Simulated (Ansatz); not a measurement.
The cell is COD entry 9008845, as deposited and not checked against the literature; nothing was relaxed. The listed cell was then made from it by scaling, straining or moving an atom.

An input for GaAs: DFT, LDA, PAW with Ansatz's default frozen-core files, scalar-relativistic (Ansatz 0.2.0). The PAW files were made with PBE; their cores are remade for this functional.

Command: `ansatz run input.yaml --threads 1 --pin off --max-ram 3072MiB --backend cpu --events-out ev --progress --plain --runs-dir out` The run took 5 s on 1 thread of Intel(R) Xeon(R) 6975P-C (Granite Rapids) (shared host), peak memory 0.49 GiB.

```yaml
crystal:
  lattice:
    - [0.0, 2.883387, 2.82685]
    - [2.883387, 0.0, 2.82685]
    - [2.883387, 2.883387, 0.0]
  atoms:
    - { symbol: Ga, position: [0.0, 0.0, 0.0] }
    - { symbol: As, position: [0.75, 0.75, 0.75] }
kpoints:
  mp_grid: { grid: [11, 11, 11] }
scf:
  occupations: { method: fermi_dirac, width: 0.05 }
hamiltonian:
  xc: lda
  pseudopotentials: { kind: paw }
output:
  forces: true
  stress: true
  eigenvalues: true
  efg: { contact_densities: true }
```

Set-up and iterations as logged by Ansatz (the results part is left out, to be predicted):

```
Engine: ansatz 0.2.0
Pseudopotentials: kind: paw
Pseudopotential: Ga, paw, valence charge 13, recommended cutoff 420 eV (normal)
Pseudopotential: As, paw, valence charge 15, recommended cutoff 420 eV (normal)
Functional definition: SPW92
  exchange = slater_x
  correlation = pw_c
Crystal: 2 atoms, lattice volume = 47.004 Å³
Basis set: ecut = 420 eV, 925 PW (Γ)
Bands: 18, of which v1, the nominal top of the filled ones, is band 14 counted from 1 (13 counted from 0)
Symmetry: 8 space group operations
Space group: I-4m2 (ITA 119), of the structure as read, at distance tolerance 3.6e-5 Å
k-points: 126 of 1331 (time reversal used)
Non-local potential: Ga, projectors of the file, l = 0: 2, l = 1: 2, l = 2: 3, l = 3: 1
Non-local potential: As, projectors of the file, l = 0: 2, l = 1: 2, l = 2: 3, l = 3: 1
PAW form: soft (Blöchl's): semilocal exchange-correlation on the pseudo side does not see the compensation charge
PAW frozen core: Ga, regenerated for the run's functional, and the local potential with it (the file was generated under x = pbe(κ = 0.804, μ = 0.2195149727645171), c = pbe(β = 0.06672455060314922))
PAW frozen core: As, regenerated for the run's functional, and the local potential with it (the file was generated under x = pbe(κ = 0.804, μ = 0.2195149727645171), c = pbe(β = 0.06672455060314922))
PAW one-centre angular grid: Ga, 590 points (default); XC on 64 Gauss nodes
PAW one-centre angular grid: As, 590 points (default); XC on 64 Gauss nodes
Initial density: superposition of atomic densities (neutral atoms: chi_scale 0, normalization atom), corrected by the library's trained network
Initial wavefunctions: pseudopotential atomic-orbital guess
Functional: x = slater, c = lda
SCF iter   1: F=—  HF=-8481.255984 eV  |F-HF|=—  |Δ(HF+E_count)|=         —  Δρ=5.28e-3  dr2=9.35e-3  ethr=1.77e-3  ⟨swp⟩=5.9  Hψ=11061  notcnv=0
SCF iter   2: F=—  HF=-8481.252716 eV  |F-HF|=—  |Δ(HF+E_count)|=   3.27e-3  Δρ=2.58e-3  dr2=1.28e-3  ethr=3.34e-5  ⟨swp⟩=2.6  Hψ=4989  notcnv=0
SCF iter   3: F=—  HF=-8481.252605 eV  |F-HF|=—  |Δ(HF+E_count)|=   1.11e-4  Δρ=7.92e-4  dr2=2.30e-4  ethr=4.57e-6  ⟨swp⟩=2.0  Hψ=3373  notcnv=0
SCF iter   4: F=—  HF=-8481.252530 eV  |F-HF|=—  |Δ(HF+E_count)|=   7.47e-5  Δρ=2.69e-4  dr2=1.49e-5  ethr=8.22e-7  ⟨swp⟩=2.0  Hψ=3415  notcnv=0
SCF iter   5: F=—  HF=-8481.252527 eV  |F-HF|=—  |Δ(HF+E_count)|=   2.87e-6  Δρ=1.94e-5  dr2=9.86e-8  ethr=5.31e-8  ⟨swp⟩=2.0  Hψ=3130  notcnv=0
SCF iter   6: F=-8481.252527 eV  HF=-8481.252527 eV  |F-HF|=2.06e-8  |Δ(HF+E_count)|=   3.46e-9  Δρ=6.77e-6  dr2=1.12e-8  ethr=3.52e-10  ⟨swp⟩=5.0  Hψ=10296  notcnv=0
```

Task: What pressure will this run report?

Result: -4.20 GPa (positive in compression).
